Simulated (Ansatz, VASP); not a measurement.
## One calculation of Cu, two programs

```
Cu
1.0
     0.00000    1.79537    1.79537
     1.79537    0.00000    1.79537
     1.79537    1.79537    0.00000
Cu
1
Direct
  0.00000 0.00000 0.00000
```

Change from the starting cell: volume scaled by 0.98.

Alike in both runs: task single point; functional PBE; k mesh 19 × 19 × 19; occupations fermi-dirac, width 0.08 eV; no spin polarisation.

|  | VASP | Ansatz |
| --- | --- | --- |
| version | VASP 6.6.1 | Ansatz 0.2.0 |
| potentials or method | VASP PAW PBE potentials, release 64 (Cu), cutoff 520 eV | all-electron LAPW, scalar-relativistic |

VASP gave:

- pressure (GPa): 5.4

**Question.** Estimate Ansatz's values.

**Answer.** Pressure (GPa): 4.9.

Ansatz ran all-electron here, so the differences hold the error of VASP's frozen core and of both bases.
